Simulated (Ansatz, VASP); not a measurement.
This is a calculation of Os (Osmium) for Ansatz 0.2.0. 

input.yaml

```yaml
crystal:
  lattice:
    - [2.7341, 0.0, 0.0]
    - [-1.36705, 2.3678000565, 0.0]
    - [0.0, 0.0, 4.3197]
  atoms:
    - { symbol: Os, position: [0.6666666667, 0.3333333333, 0.75] }
    - { symbol: Os, position: [0.3333333333, 0.6666666667, 0.25] }
kpoints:
  mp_grid: { grid: [11, 11, 6] }
scf:
  occupations: { method: fermi_dirac, width: 0.05 }
hamiltonian:
  xc: pbesol
  pseudopotentials: { kind: all_electron, lapw: { basis_error: 0.001 } }
output:
  forces: true
  stress: true
relax:
  f_tol: 0.005
  max_steps: 60
  cell: {}
```

Potentials or basis: all-electron LAPW, scalar-relativistic.

Launch:

```bash
$ ansatz run input.yaml --threads 1 --pin off --max-ram 3072MiB --backend cpu --events-out ev --progress --plain --runs-dir out
```

Question: What does the same run look like in VASP 6.6.1? Potentials or basis there: PBE PAW files Os, 600 eV.

Answer: As run (cutoffs and basis follow the program's own potentials, and thresholds, step limits or extra output files can differ):

Contents of INCAR:

```
PREC = Accurate ; ENCUT = 600
EDIFF = 1E-6 ; ISMEAR = -1
SIGMA = 0.05 ; LREAL = False
LASPH = True ; NELM = 100
ALGO = Fast ; ISIF = 3
LWAVE = False ; LCHARG = False
GGA = PS ; IBRION = 2
NSW = 60 ; EDIFFG = -0.02
```

Contents of KPOINTS:

```
Automatic mesh
0
Gamma
  11 11 6
```

POSCAR

```
Os
1.0
    2.7341000000      0.0000000000      0.0000000000
   -1.3670500000      2.3678000565      0.0000000000
    0.0000000000      0.0000000000      4.3197000000
Os
2
Direct
    0.6666666667      0.3333333333      0.7500000000
    0.3333333333      0.6666666667      0.2500000000
```

Potentials or basis: VASP PAW PBE potentials, release 64 (Os).

The run is started by

```bash
$ cat potpaw_PBE.64/Os/POTCAR > POTCAR
$ mpirun -np 1 vasp_std > vasp.out
```

Both were run:

|  | Ansatz | VASP |
| --- | --- | --- |
| Relaxed volume | 13.89 Å³/atom | 13.92 Å³/atom |
| Relaxed cell | a = 2.728 Å, b = 2.728 Å, c = 4.312 Å, α = 90.00°, β = 90.00°, γ = 120.00° | a = 2.730 Å, b = 2.730 Å, c = 4.313 Å, α = 90.00°, β = 90.00°, γ = 120.00° |
| Space group after relaxing | P6_3/mmc (No. 194) | P6_3/mmc (No. 194) |
| Pressure after relaxing | 0.0 GPa | 0.0 GPa |

VASP's potentials were made for PBE.

Where Ansatz's input types no cutoff or centring, it takes its own default and a Γ-centred mesh.

Pressure is positive in compression.
